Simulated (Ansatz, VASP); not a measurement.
Al: VASP beside Ansatz

```
Al
1.0
     5.63242    0.00000    0.00000
    -2.81621    4.87782    0.00000
     0.00000    0.00000   20.59886
Al
12
Direct
  0.33333 0.16667 0.38837
  0.33333 0.66667 0.38837
  0.83333 0.16667 0.38837
  0.83333 0.66667 0.38837
  0.66667 0.33333 0.50000
  0.66667 0.83333 0.50000
  0.16667 0.33333 0.50000
  0.16667 0.83333 0.50000
  0.00000 0.50000 0.61163
  0.00000 0.00000 0.61163
  0.50000 0.50000 0.61163
  0.50000 0.00000 0.61163
```

Alike in both runs: functional PBE; dispersion D3(BJ); k mesh 4 × 4 × 1; occupations gaussian, width 0.1 eV; no spin polarisation.

Ansatz relaxed the structure, and its values are those at the end. VASP's run is a single point on that final structure, the one shown.

|  | VASP | Ansatz |
| --- | --- | --- |
| version | VASP 6.6.1 | Ansatz 0.2.0 |
| potentials or method | VASP PAW PBE potentials, release 64 (Al) | scalar-relativistic, plane waves, PAW |
| plane-wave cutoff (eV) | 520 | 420 |
| valence electrons in the cell | 36 | 36 |

Ansatz gave:

- gap on the k mesh at the Fermi level (eV): none
- rms of the force components (eV/Å): 0.011

Which values does VASP return?

gap on the k mesh at the Fermi level (eV): none; rms of the force components (eV/Å): 0.013.

A gap of «none» marks a metal or a gap that the smearing closes. Ansatz warned: «xc_potential_rough_in_thin_density».
